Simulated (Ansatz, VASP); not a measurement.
One calculation of SnSe, two programs

File INCAR:

```
ALGO = Normal ; EDIFF = 1E-6
EDIFFG = -0.005 ; ENCUT = 600
GGA = RP ; IBRION = 2
ISIF = 3 ; ISMEAR = -1
IVDW = 13 ; LASPH = True
LCHARG = False ; LREAL = False
LWAVE = False ; NELM = 80
NSW = 80 ; PREC = Accurate
SIGMA = 0.05
```

File KPOINTS:

```
k-points
0
Gamma
  8 8 8
```

POSCAR

```
SnSe
1.0
    0.0000000000      3.0100000000      3.0100000000
    3.0100000000      0.0000000000      3.0100000000
    3.0100000000      3.0100000000      0.0000000000
Sn Se
1 1
Direct
    0.0000000000      0.0000000000      0.0000000000
    0.5000000000      0.5000000000      0.5000000000
```

input.yaml

```yaml
crystal:
  lattice:
    - [0.0, 3.01, 3.01]
    - [3.01, 0.0, 3.01]
    - [3.01, 3.01, 0.0]
  atoms:
    - { symbol: Sn, position: [0.0, 0.0, 0.0] }
    - { symbol: Se, position: [0.5, 0.5, 0.5] }
kpoints:
  mp_grid: { grid: [8, 8, 8] }
scf:
  occupations: { method: fermi_dirac, width: 0.05 }
hamiltonian:
  xc: rpbe
  dispersion: d4
  pseudopotentials: { kind: all_electron, lapw: { basis_error: 0.001 } }
output:
  forces: true
  stress: true
relax:
  f_tol: 0.005
  max_steps: 60
  cell: {}
```

Measurements of this composition are mostly on another form, of space group No. 62.

Alike in both runs: task relaxation of cell and atoms; functional RPBE; dispersion D4; k mesh 8 × 8 × 8; occupations fermi-dirac, width 0.05 eV; no spin polarisation.

```csv
,VASP,Ansatz
version,VASP 6.6.1,Ansatz 0.2.0
potentials or method,"VASP PAW PBE potentials, release 64 (Sn_d, Se)","all-electron LAPW, scalar-relativistic"
plane-wave cutoff (eV),600,see its input
```

Ansatz gave:

| Quantity | Value |
| --- | --- |
| relaxed volume (Å³/atom) | 26.28 |
| relaxed cell length with the largest relative difference (Å) | 4.205 |
| energy change over the relaxation (meV/atom) | -6 |

Q: Which values does VASP return?

A: Relaxed volume (Å³/atom): 26.31; relaxed cell length with the largest relative difference (Å): 4.206; energy change over the relaxation (meV/atom): -5.

Ansatz ran all-electron here, so the differences hold the error of VASP's frozen core and of both bases.

Caveats: the PAW data sets were made with another functional, which shifts forces and pressure a little (VASP). A k mesh can miss the band edges.
